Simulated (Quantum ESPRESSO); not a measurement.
# ZnAu (Pm-3m) in Quantum ESPRESSO: notebook, part 4 of 5

Quantum ESPRESSO 7.5. Earlier steps stand in the parts before.

## Step 5: Phonons, PBE, target pressure 8 GPa, at which the enthalpy is minimised

File pw.in:

```
&CONTROL
  calculation = 'scf'
  prefix = 'pwscf'
  outdir = './tmp'
  pseudo_dir = './pseudo'
  tprnfor = .true.
  tstress = .true.
  disk_io = 'low'
/
&SYSTEM
  ibrav = 0
  nat = 2
  ntyp = 2
  ecutwfc = 56
  ecutrho = 448
  nbnd = 23
  occupations = 'smearing'
  smearing = 'mv'
  degauss = 0.01469973
/
&ELECTRONS
  conv_thr = 4d-10
  electron_maxstep = 120
  mixing_beta = 0.5
/
ATOMIC_SPECIES
Au   196.9666 au_pbe_v1.uspp.F.UPF
Zn    65.3800 zn_pbe_v1.uspp.F.UPF
CELL_PARAMETERS bohr
   5.9469681142    0.0000000000    0.0000000000
   0.0000000000    5.9469681142    0.0000000000
   0.0000000000    0.0000000000    5.9469681142
ATOMIC_POSITIONS bohr
Au     0.0000000000    0.0000000000    0.0000000000
Zn     2.9734840571    2.9734840571    2.9734840571
K_POINTS automatic
7 7 7 0 0 0
```

File relax.in:

```
&CONTROL
  calculation = 'vc-relax'
  prefix = 'pwscf'
  outdir = './tmp'
  pseudo_dir = './pseudo'
  tprnfor = .true.
  tstress = .true.
  disk_io = 'low'
  nstep = 40
  forc_conv_thr = 0.0001
  etot_conv_thr = 1d-06
/
&SYSTEM
  ibrav = 0
  nat = 2
  ntyp = 2
  ecutwfc = 56
  ecutrho = 448
  nbnd = 23
  occupations = 'smearing'
  smearing = 'mv'
  degauss = 0.01469973
/
&ELECTRONS
  conv_thr = 4d-10
  electron_maxstep = 120
  mixing_beta = 0.5
/
&IONS
  ion_dynamics = 'bfgs'
/
&CELL
  cell_dynamics = 'bfgs'
  press = 80
  press_conv_thr = 0.2
/
ATOMIC_SPECIES
Au   196.9666 au_pbe_v1.uspp.F.UPF
Zn    65.3800 zn_pbe_v1.uspp.F.UPF
CELL_PARAMETERS bohr
   5.9469681142    0.0000000000    0.0000000000
   0.0000000000    5.9469681142    0.0000000000
   0.0000000000    0.0000000000    5.9469681142
ATOMIC_POSITIONS bohr
Au     0.0000000000    0.0000000000    0.0000000000
Zn     2.9734840571    2.9734840571    2.9734840571
K_POINTS automatic
7 7 7 0 0 0
```

File scf2.in:

```
&CONTROL
  calculation = 'scf'
  prefix = 'pwscf'
  outdir = './tmp'
  pseudo_dir = './pseudo'
  tprnfor = .true.
  tstress = .true.
  disk_io = 'low'
/
&SYSTEM
  ibrav = 0
  nat = 2
  ntyp = 2
  ecutwfc = 56
  ecutrho = 448
  nbnd = 23
  occupations = 'smearing'
  smearing = 'mv'
  degauss = 0.01469973
/
&ELECTRONS
  conv_thr = 1d-13
  electron_maxstep = 120
  mixing_beta = 0.5
  startingpot = 'file'
  startingwfc = 'file'
/
ATOMIC_SPECIES
Au   196.9666 au_pbe_v1.uspp.F.UPF
Zn    65.3800 zn_pbe_v1.uspp.F.UPF
CELL_PARAMETERS bohr
   5.8993437202    0.0000000000    0.0000000000
   0.0000000000    5.8993437202    0.0000000000
   0.0000000000    0.0000000000    5.8993437202
ATOMIC_POSITIONS bohr
Au     0.0000000000    0.0000000000    0.0000000000
Zn     2.9496718601    2.9496718601    2.9496718601
K_POINTS automatic
7 7 7 0 0 0
```

File ph.in:

```
phonons of ZnAu
&INPUTPH
  prefix = 'pwscf'
  outdir = './tmp'
  tr2_ph = 1d-18
  fildyn = 'dyn'
  niter_ph = 90
  alpha_mix(1) = 0.4
/
0.0000000000 0.0000000000 0.0000000000
```

File dynmat.in:

```
&INPUT
  fildyn = 'dyn'
  asr = 'crystal'
  filout = 'dynmat.disp'
  fileig = 'dynmat.eig'
/
```

Potentials or basis: GBRV 1.5 PBE.

Started as:

```console
> OMP_NUM_THREADS=1 pw.x -in pw.in > pw.out
> OMP_NUM_THREADS=1 pw.x -in relax.in > relax.out
> OMP_NUM_THREADS=1 pw.x -in scf2.in > scf2.out
> OMP_NUM_THREADS=1 ph.x -in ph.in > ph.out
> OMP_NUM_THREADS=1 dynmat.x -in dynmat.in > dynmat.out
```

pw.out:

```text
This program is part of the open-source Quantum ESPRESSO suite
     for quantum simulation of materials; please cite
[... 9 lines left out ...]
     --------------------
     sticks:   dense  smooth     PW     G-vecs:    dense   smooth      PW
     Sum        1265     633    193                33641    11837    2007

     Using Slab Decomposition

     bravais-lattice index     =            0
     lattice parameter (alat)  =       5.9470  a.u.
     unit-cell volume          =     210.3230 (a.u.)^3
     number of atoms/cell      =            2
     number of atomic types    =            2
     number of electrons       =        31.00
     number of Kohn-Sham states=           23
     kinetic-energy cutoff     =      56.0000  Ry
     charge density cutoff     =     448.0000  Ry
     scf convergence threshold =      4.0E-10
     mixing beta               =       0.5000
     number of iterations used =            8  plain     mixing
     Exchange-correlation= SLA  PW   PBE  PBE
                           (   1   4   3   4   0   0   0)

     celldm(1)=   5.946968  celldm(2)=   0.000000  celldm(3)=   0.000000
     celldm(4)=   0.000000  celldm(5)=   0.000000  celldm(6)=   0.000000

     crystal axes: (cart. coord. in units of alat)
               a(1) = (   1.000000   0.000000   0.000000 )
               a(2) = (   0.000000   1.000000   0.000000 )
               a(3) = (   0.000000   0.000000   1.000000 )

     reciprocal axes: (cart. coord. in units 2 pi/alat)
               b(1) = (  1.000000  0.000000  0.000000 )
               b(2) = (  0.000000  1.000000  0.000000 )
               b(3) = (  0.000000  0.000000  1.000000 )

     PseudoPot. # 1 for Au read from file:
     au_pbe_v1.uspp.F.UPF
     Pseudo is Ultrasoft + core correction, Zval = 11.0
     Generated by new atomic code, or converted to UPF format
     Using radial grid of  985 points,  7 beta functions with:
                l(1) =   0
                l(2) =   0
                l(3) =   1
                l(4) =   1
                l(5) =   2
                l(6) =   2
                l(7) =   3
     Q(r) pseudized with  6 coefficients,  rinner =    1.900   1.900   1.900
                                                       1.900   1.900   1.900
                                                       1.900

     PseudoPot. # 2 for Zn read from file:
     zn_pbe_v1.uspp.F.UPF
     Pseudo is Ultrasoft, Zval = 20.0
     Generated by new atomic code, or converted to UPF format
     Using radial grid of  943 points,  6 beta functions with:
                l(1) =   0
                l(2) =   0
                l(3) =   1
                l(4) =   1
                l(5) =   2
                l(6) =   2
     Q(r) pseudized with  8 coefficients,  rinner =    1.100   1.100   1.100
                                                       1.100   1.100

     atomic species   valence    mass     pseudopotential
     Au               11.00   196.96660     Au( 1.00)
     Zn               20.00    65.38000     Zn( 1.00)

     48 Sym. Ops., with inversion, found

   Cartesian axes

     site n.     atom                  positions (alat units)
         1        Au     tau(   1) = (   0.0000000   0.0000000   0.0000000  )
         2        Zn     tau(   2) = (   0.5000000   0.5000000   0.5000000  )

     number of k points=    20  Marzari-Vanderbilt smearing, width (Ry)=  0.0147
                       cart. coord. in units 2pi/alat
        k(    1) = (   0.0000000   0.0000000   0.0000000), wk =   0.0058309
        k(    2) = (   0.0000000   0.0000000   0.1428571), wk =   0.0349854
        k(    3) = (   0.0000000   0.0000000   0.2857143), wk =   0.0349854
        k(    4) = (   0.0000000   0.0000000   0.4285714), wk =   0.0349854
        k(    5) = (   0.0000000   0.1428571   0.1428571), wk =   0.0699708
        k(    6) = (   0.0000000   0.1428571   0.2857143), wk =   0.1399417
[... 12 lines left out ...]
        k(   19) = (   0.2857143   0.4285714   0.4285714), wk =   0.1399417
        k(   20) = (   0.4285714   0.4285714   0.4285714), wk =   0.0466472

     Dense  grid:    33641 G-vectors     FFT dimensions: (  45,  45,  45)

     Smooth grid:    11837 G-vectors     FFT dimensions: (  30,  30,  30)

     Check: negative core charge=   -0.000002

     Initial potential from superposition of free atoms

     starting charge      30.9997, renormalised to      31.0000
     Starting wfcs are   22 randomized atomic wfcs +    1 random wfcs

     Self-consistent Calculation

     iteration #  1     ecut=    56.00 Ry     beta= 0.50
     Davidson diagonalization with overlap
     ethr =  1.00E-02,  avg # of iterations =  3.4

     Threshold (ethr) on eigenvalues was too large:
     Diagonalizing with lowered threshold

     Davidson diagonalization with overlap
     ethr =  3.91E-04,  avg # of iterations =  1.6

     total energy              =    -576.53823763 Ry
     estimated scf accuracy    <       0.11990920 Ry

     iteration #  2     ecut=    56.00 Ry     beta= 0.50
     Davidson diagonalization with overlap
     ethr =  3.87E-04,  avg # of iterations =  2.0

     total energy              =    -576.57008002 Ry
     estimated scf accuracy    <       0.02474878 Ry

     iteration #  3     ecut=    56.00 Ry     beta= 0.50
     Davidson diagonalization with overlap
     ethr =  7.98E-05,  avg # of iterations =  2.8

     total energy              =    -576.57439665 Ry
     estimated scf accuracy    <       0.00138928 Ry

     iteration #  4     ecut=    56.00 Ry     beta= 0.50
     Davidson diagonalization with overlap
     ethr =  4.48E-06,  avg # of iterations =  3.9

     total energy              =    -576.57445468 Ry
     estimated scf accuracy    <       0.00039391 Ry

     iteration #  5     ecut=    56.00 Ry     beta= 0.50
     Davidson diagonalization with overlap
     ethr =  1.27E-06,  avg # of iterations =  2.1
[... 15 lines left out ...]
     total energy              =    -576.57452682 Ry
     estimated scf accuracy    <       0.00000035 Ry

     iteration #  8     ecut=    56.00 Ry     beta= 0.50
     Davidson diagonalization with overlap
     ethr =  1.12E-09,  avg # of iterations =  2.1

     total energy              =    -576.57452690 Ry
     estimated scf accuracy    <          2.0E-09 Ry

     iteration #  9     ecut=    56.00 Ry     beta= 0.50
     Davidson diagonalization with overlap
     ethr =  6.55E-12,  avg # of iterations =  4.2

     total energy              =    -576.57452690 Ry
     estimated scf accuracy    <          1.1E-09 Ry

     iteration # 10     ecut=    56.00 Ry     beta= 0.50
     Davidson diagonalization with overlap
     ethr =  3.49E-12,  avg # of iterations =  2.0

     End of self-consistent calculation

          k = 0.0000 0.0000 0.0000 (  1503 PWs)   bands (ev):

  -110.9230 -65.0850 -65.0850 -65.0850   4.9112   7.4066   7.4066   8.1045
     8.1045   8.1045  10.0837  10.0837  11.7659  11.7659  11.7659  20.5157
    20.5157  20.5157  24.4041  27.6175  27.6175  33.8349  35.2077

          k = 0.0000 0.0000 0.1429 (  1470 PWs)   bands (ev):

  -110.9230 -65.0853 -65.0849 -65.0849   5.2703   7.4842   7.5095   8.1008
     8.1008   8.1337  10.0254  10.1782  11.5109  11.5109  11.7364  18.3258
    21.1802  21.1802  25.4470  27.2721  29.3476  33.5777  33.5778

          k = 0.0000 0.0000 0.2857 (  1478 PWs)   bands (ev):

  -110.9229 -65.0862 -65.0849 -65.0849   6.2755   7.6767   7.7354   8.0969
     8.0969   8.2011   9.8762  10.3602  11.0018  11.0018  11.6681  15.3384
    22.9169  22.9169  25.9979  26.5500  31.1049  31.1877  31.1877

          k = 0.0000 0.0000 0.4286 (  1474 PWs)   bands (ev):

  -110.9229 -65.0869 -65.0849 -65.0849   7.5449   7.8565   7.9312   8.0995
     8.0995   8.2574   9.7311  10.2137  10.6377  10.6377  11.6110  13.3863
    25.3248  25.3248  26.0216  26.6415  28.1529  28.1529  28.4706

          k = 0.0000 0.1429 0.1429 (  1462 PWs)   bands (ev):

  -110.9229 -65.0853 -65.0853 -65.0849   5.6143   7.5540   7.6022   8.0466
     8.0987   8.1837  10.0682  10.2156  11.2409  11.3586  11.6873  18.7424
    19.0797  21.7784  26.3321  28.8348  29.4448  31.2219  33.2094
[... 69 lines left out ...]
  -110.9228 -65.0860 -65.0860 -65.0860   7.6827   7.8731   7.8731   8.0508
     8.0508   8.3164  10.2519  10.2519  11.1730  11.1730  11.8936  18.1497
    18.7904  18.7904  23.7639  25.8794  25.8794  31.3232  34.3510

          k = 0.2857 0.2857 0.4286 (  1488 PWs)   bands (ev):

  -110.9228 -65.0867 -65.0860 -65.0859   7.6101   7.7731   7.8662   8.0404
     8.1676   9.0098   9.9174   9.9401  11.1648  11.6326  13.3580  15.7499
    19.2891  20.8670  21.5649  23.2543  26.5119  29.1424  35.3679

          k = 0.2857 0.4286 0.4286 (  1491 PWs)   bands (ev):

  -110.9228 -65.0866 -65.0866 -65.0859   7.6209   7.7871   7.7943   7.9718
     8.3727   9.1075   9.6978   9.8124  11.4334  12.1554  14.7762  16.9119
    17.4080  19.0640  21.9057  23.5718  24.6524  26.4634  35.2590

          k = 0.4286 0.4286 0.4286 (  1496 PWs)   bands (ev):

  -110.9228 -65.0866 -65.0866 -65.0866   7.7445   7.8271   7.8271   8.3463
     8.3463   9.0692   9.3000   9.3000  12.1925  12.1925  16.3513  17.3343
    19.0236  19.0236  20.2612  22.1537  22.1537  23.7654  35.2584

     the Fermi energy is    15.7274 ev

!    total energy              =    -576.57452690 Ry
     estimated scf accuracy    <          3.0E-10 Ry
     smearing contrib. (-TS)   =      -0.00052055 Ry
     internal energy E=F+TS    =    -576.57400635 Ry

     The total energy is F=E-TS. E is the sum of the following terms:
     one-electron contribution =    -373.10696441 Ry
     hartree contribution      =     208.92349352 Ry
     xc contribution           =    -104.48846192 Ry
     ewald contribution        =    -307.90207354 Ry

     convergence has been achieved in  10 iterations

     Forces acting on atoms (cartesian axes, Ry/au):

     atom    1 type  1   force =     0.00000000    0.00000000    0.00000000
     atom    2 type  2   force =     0.00000000    0.00000000    0.00000000

     Total force =     0.000000     Total SCF correction =     0.000000

     Computing stress (Cartesian axis) and pressure

          total   stress  (Ry/bohr**3)                   (kbar)     P=       42.42
   0.00028833   0.00000000   0.00000000           42.42        0.00        0.00
   0.00000000   0.00028833   0.00000000            0.00       42.42        0.00
   0.00000000   0.00000000   0.00028833            0.00        0.00       42.42

=------------------------------------------------------------------------------=
   JOB DONE.
=------------------------------------------------------------------------------=
```

Run time: 6 min. Hardware: 1 thread of Arm Neoverse V1, shared host; peak memory 0.26 GiB.

What came out:

```
Free energy                            : -7844.6676 eV
Relaxed volume                         : 15.21 Å³/atom
Relaxed cell                           : a = 3.122 Å, b = 3.122 Å, c = 3.122 Å, α = 90.00°, β = 90.00°, γ = 90.00°
Space group after relaxing (to 0.05 Å) : Pm-3m (No. 221)
Pressure after relaxing                : 8.0 GPa
Band gap on the k mesh                 : none (metal or under the smearing width)
Highest phonon frequency at Γ          : 155 cm⁻¹
```

Step by step:
```
step  energy change (eV)  largest force (eV/Å)  pressure (GPa)  volume (Å³)
   1              0.0000                0.0000            4.24        31.17
   2              0.0212                0.0000            7.21        30.57
   3              0.0285                0.0000            8.02        30.42
   4              0.0283                0.0000            8.00        30.42
```

Final structure:
```xyz
2
Lattice="3.1218 0.0000 0.0000 0.0000 3.1218 0.0000 0.0000 0.0000 3.1218" Properties=species:S:1:pos:R:3 pbc="T T T"
Au    0.0000    0.0000    0.0000
Zn    1.5609    1.5609    1.5609
```

Phonon frequencies in cm⁻¹ (negative: imaginary):
| q point | frequencies |
| --- | --- |
| (0.000, 0.000, 0.000) | -4 -4 -4 155 155 155 |

Optical modes at Γ, degenerate ones joined:
```csv
cm⁻¹,components,symmetry,active in
155,3,T1u,IR
```

Caveat: the mesh is thin for the phonons of a metal; the cell is more than 3 GPa from zero pressure, which shifts response properties.

[end of part 4 of 5]
